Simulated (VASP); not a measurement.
Wanted: the native input for a VASP 6.6.1 run.

```yaml
Task: single point
Functional: PBE
Potentials_or_basis: VASP PAW PBE potentials, release 64 (Eu, S)
Cutoff: 520 eV
k_mesh: 8 × 8 × 8
Occupations: gaussian, width 0.018 eV
Spin: collinear spin, ferromagnetic start
Starting_moments: "[7.0, 0.0] μB"
Further_INCAR_settings: ALGO = Fast; EDIFF = 1e-06
```

The structure of EuS lies in POSCAR:

```
EuS
1.0
    0.0000000000      2.9785000000      2.9785000000
    2.9785000000      0.0000000000      2.9785000000
    2.9785000000      2.9785000000      0.0000000000
Eu S
1 1
Direct
    0.0000000000      0.0000000000      0.0000000000
    0.5000000000      0.5000000000      0.5000000000
```

The input as run:

INCAR

```
SYSTEM = EuS
  ALGO = Fast
  EDIFF = 1E-6
  ENCUT = 520
  GGA = PE
  ISIF = 2
  ISMEAR = 0
  ISPIN = 2
  LASPH = .TRUE.
  LCHARG = .FALSE.
  LMAXMIX = 6
  LORBIT = 11
  LREAL = .FALSE.
  LWAVE = .FALSE.
  MAGMOM = 7 0
  NELM = 150
  PREC = Accurate
  SIGMA = 0.018000000000000002
```

KPOINTS

```
k-points
0
G
  8 8 8
  0 0 0
```

Potentials or basis: VASP PAW PBE potentials, release 64 (Eu, S).

Command:

```sh
$ cat potpaw_PBE.64/Eu/POTCAR potpaw_PBE.64/S/POTCAR > POTCAR
$ mpirun -np 1 vasp_std > vasp.out
```

Results of the run:

The pressure is -2.8 GPa, the band gap on the k mesh is none (metal or under the smearing width) and the net moment is 6.99 μB per cell. The site moments are Eu +6.59; S -0.07 μB and the valence electrons inside the program's atomic spheres are Eu 14.75; S 3.75.

Caveat: spin-orbit coupling is left out, which moves the levels of the heavy elements; a cell with one magnetic atom can't hold antiferromagnetic order, which such compounds often take; without U or exact exchange the open f shell lies at the Fermi level, which spoils levels, moments and volumes.

It took 120 s on 1 thread of Intel(R) Xeon(R) Platinum 8559C (Emerald Rapids) (shared host), peak memory 0.25 GiB.
